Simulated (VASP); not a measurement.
Energy against volume of ZnTe (zinc blende). Calculation: LDA (Ceperley-Alder, Perdew-Zunger), VASP's LDA PAW potentials (set 64) (plane waves; VASP). Settings: 520 eV cut-off, 8×8×8 Γ-centred mesh, Gaussian smearing of 0.050 eV, potentials Zn Te.

| V (Å³/atom) | E (eV/atom) |
|---|---|
| 25.425 | -3.21936 |
| 26.236 | -3.23374 |
| 27.048 | -3.23814 |
| 27.859 | -3.23412 |

Fit these four points and predict the energy of the run at 28.670 Å³/atom.

A cubic in V^(−2/3), the third-order Birch-Murnaghan form, passes through the four points with V0 = 27.04 Å³/atom and B0 = 55 GPa, and gives -3.2230 eV/atom there. The run gave -3.2230 eV/atom, +0.0 meV/atom from the fit; all five points give B0 = 55 GPa.

The compound is ZnTe in the zinc blende structure. It was relaxed first.
